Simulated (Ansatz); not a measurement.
# Ir: do energies and stresses tell the same story?

These are results of Ansatz 0.2.0, DFT PBE, scalar-relativistic, plane waves, PAW, not measurements.

Plane waves to 420 eV, a k mesh through Γ of 18×18×18 on the computed 1-atom cell and Gaussian smearing (0.10 eV); no spin polarisation.

Relaxed cell: Fm-3m, a = 3.871 Å, b = 3.871 Å, c = 3.871 Å, α = 90.00°, β = 90.00°, γ = 90.00°, 1 atom in the primitive cell.

Energies at zero smearing and pressures from the stress tensor, at volumes with shape and atoms relaxed:
```
V (Å³/atom) E − E(first) (meV/atom) P (GPa)
     12.758                     0.00    61.36
     13.193                  -138.84    41.63
     13.628                  -228.70    25.17
     14.063                  -277.66    11.43
     14.498                  -292.53    -0.02
     14.933                  -278.97    -9.56
     15.367                  -241.79   -17.48
     15.947                  -162.30   -25.96
```

Check P = −dE/dV between neighbouring volumes, and get the bulk modulus from the pressures alone.

With 1 eV/Å³ = 160.2 GPa:
```json
{"middle V (Å³/atom)": "12.975", "−ΔE/ΔV (GPa)": "51.147", "mean P (GPa)": "51.495"}
{"middle V (Å³/atom)": "13.410", "−ΔE/ΔV (GPa)": "33.100", "mean P (GPa)": "33.399"}
{"middle V (Å³/atom)": "13.845", "−ΔE/ΔV (GPa)": "18.038", "mean P (GPa)": "18.299"}
{"middle V (Å³/atom)": "14.280", "−ΔE/ΔV (GPa)": "5.475", "mean P (GPa)": "5.706"}
{"middle V (Å³/atom)": "14.715", "−ΔE/ΔV (GPa)": "-4.993", "mean P (GPa)": "-4.788"}
{"middle V (Å³/atom)": "15.150", "−ΔE/ΔV (GPa)": "-13.698", "mean P (GPa)": "-13.517"}
{"middle V (Å³/atom)": "15.657", "−ΔE/ΔV (GPa)": "-21.960", "mean P (GPa)": "-21.720"}
```

The two differ by 0.35 GPa at most. The mean of two end pressures misses the average over a step by about ΔV² P″/12, up to 0.29 GPa here; with that taken off 0.06 GPa remains. The stress is the derivative of the free energy, not of the energy at zero smearing, and with free energies 0.01 GPa remains. Around V = 14.498 Å³/atom, the two neighbours give B = −V ΔP/ΔV = 14.498 × 20.99 / 0.870 = 349.8 GPa, against B0 = 347.8 GPa from the Birch–Murnaghan fit of the energies.

Spin–orbit coupling is left out, which can shift energies with elements as heavy as these.